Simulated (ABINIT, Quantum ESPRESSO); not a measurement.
**Cost and result for the electronic dielectric constant of AgCl**

```
Ag Cl
1.0
     0.00000    2.73500    2.73500
     2.73500    0.00000    2.73500
     2.73500    2.73500    0.00000
Ag Cl
1 1
Cartesian
  0.0000 0.0000 0.0000
  2.7350 2.7350 2.7350
```

```tsv
rung	level	program and potentials	cutoff (eV)	k mesh	smearing	task	spin	core time	chip	electronic dielectric constant	notes
GGA	PBE	Quantum ESPRESSO, SSSP 1.3 efficiency PBE	816	4 × 4 × 4, shifted	fixed	phonons	off	4.5 min	Intel Xeon Platinum 8375C Ice Lake	5.18	13 valence electrons an atom on average
LDA	LDA	Quantum ESPRESSO, JTH 2.0 LDA	707	6 × 6 × 6, shifted	fixed	phonons	off	5.2 min	Arm Neoverse V2	5.79	9 valence electrons an atom on average; cell relaxed first (19.21 Å³/atom)
GGA	PBE	Quantum ESPRESSO, JTH 2.0 PBE	707	6 × 6 × 6, shifted	fixed	phonons	off	6.6 min	Arm Neoverse V2	4.93	9 valence electrons an atom on average; cell relaxed first (22.09 Å³/atom)
GGA	WC	Quantum ESPRESSO, PseudoDojo 0.4.1 SR PBE standard	1116	6 × 6 × 6, shifted	fixed	dielectric tensor	off	7.5 min	Arm Neoverse V2	5.49	potentials made for PBE; 13 valence electrons an atom on average
GGA	BLYP	Quantum ESPRESSO, PseudoDojo 0.4.1 SR PBE standard	1116	6 × 6 × 6, shifted	fixed	dielectric tensor	off	7.7 min	Arm Neoverse V2	5.16	potentials made for PBE; 13 valence electrons an atom on average
GGA	revPBE	Quantum ESPRESSO, PseudoDojo 0.4.1 SR PBE standard	1116	4 × 4 × 4, shifted	fixed	phonons	off	12 min	Intel Xeon Platinum 8259CL Skylake/Cascade Lake	4.68	potentials made for PBE; 13 valence electrons an atom on average; cell relaxed first (23.07 Å³/atom)
GGA	PBE	ABINIT, PseudoDojo NC SR PBE v0.4.1 standard	1088	4 × 4 × 4, 4 shifts	fixed	dielectric tensor	off	19 min	Arm Neoverse V1	5.23	13 valence electrons an atom on average
GGA	PBE	Quantum ESPRESSO, PseudoDojo 0.4 FR PBE standard	1116	6 × 6 × 6, shifted	fixed	dielectric tensor	SOC, no magnetisation	32 min	Arm Neoverse V1	5.24	13 valence electrons an atom on average
```

Times are single runs on shared hosts and different chips, so they are rough; meshes, cutoffs and the tasks' sizes weigh on the time. Smearing widths are in eV. The cell comes from a database and isn't always the measured one. Meshes differ between rows, which moves values too. All levels ran on this one cell, unrelaxed unless noted. Meshes are those of the run's cell of 2 atoms unless a note names another. Misses use the values as printed. Runs on faulty files, with rough fits or with known faults for this quantity aren't shown.

Measured: 3.92 (a printed reference work).

Question: Which of the timed runs is the cheapest that comes within 8 % of the measured electronic dielectric constant?

Answer: None of them does; the nearest misses by +19.4 %. The runs are for a static lattice, while measurements hold temperature and zero-point motion.
